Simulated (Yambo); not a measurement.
Here is a Yambo 5.3.0 calculation.

Contents of optics3.in:

```
optics
chi
Chimod= "IP"
% BndsRnXd
 1 | 38 |
%
% LongDrXd
 1 | 0 | 0 |
%
% QpntsRXd
 1 | 1 |
%
% EnRngeXd
 0 | 30 | eV
%
% DmRngeXd
 0.1 | 0.1 | eV
%
ETStpsXd= 200
```

Contents of scf.in:

```
&CONTROL
  calculation = 'scf'
  prefix = 'pwscf'
  outdir = './tmp'
  pseudo_dir = './pseudo'
/
&SYSTEM
  ibrav = 0
  nat = 2
  ntyp = 2
  ecutwfc = 86
  nbnd = 26
  occupations = 'smearing'
  smearing = 'fd'
  degauss = 0.00367493
  force_symmorphic = .true.
/
&ELECTRONS
  conv_thr = 4d-10
  electron_maxstep = 120
  mixing_beta = 0.5
/
ATOMIC_SPECIES
Hg   200.5920 Hg.upf
Se    78.9710 Se.upf
CELL_PARAMETERS angstrom
   0.0000000000    3.0390000000    3.0390000000
   3.0390000000    0.0000000000    3.0390000000
   3.0390000000    3.0390000000    0.0000000000
ATOMIC_POSITIONS crystal
Hg     0.0000000000    0.0000000000    0.0000000000
Se     0.7500000000    0.7500000000    0.7500000000
K_POINTS automatic
12 12 12 0 0 0
```

File nscf.in:

```
&CONTROL
  calculation = 'nscf'
  prefix = 'pwscf'
  outdir = './tmp'
  pseudo_dir = './pseudo'
/
&SYSTEM
  ibrav = 0
  nat = 2
  ntyp = 2
  ecutwfc = 86
  nbnd = 38
  occupations = 'smearing'
  smearing = 'fd'
  degauss = 0.00367493
  force_symmorphic = .true.
/
&ELECTRONS
  conv_thr = 1d-08
  diago_full_acc = .true.
  diago_thr_init = 1d-06
/
ATOMIC_SPECIES
Hg   200.5920 Hg.upf
Se    78.9710 Se.upf
CELL_PARAMETERS angstrom
   0.0000000000    3.0390000000    3.0390000000
   3.0390000000    0.0000000000    3.0390000000
   3.0390000000    3.0390000000    0.0000000000
ATOMIC_POSITIONS crystal
Hg     0.0000000000    0.0000000000    0.0000000000
Se     0.7500000000    0.7500000000    0.7500000000
K_POINTS automatic
12 12 12 0 0 0
```

Potentials or basis: PseudoDojo 0.4.1 SR PBEsol standard.

The run is started by

```bash
$ OMP_NUM_THREADS=1 pw.x -in scf.in > scf.out
$ OMP_NUM_THREADS=1 pw.x -in nscf.in > nscf.out
$ cd tmp/pwscf.save; p2y; mv SAVE ../..; cd ../..
$ OMP_NUM_THREADS=1 yambo
$ OMP_NUM_THREADS=1 yambo -F optics3.in -J optics3 -C optics3_out
```

(1) Estimate the band gap on the k mesh, mean-field level.

## Answers

(1) none (metal or under the smearing width).

Caveat: the ground state has no gap, which makes the many-body step unreliable.
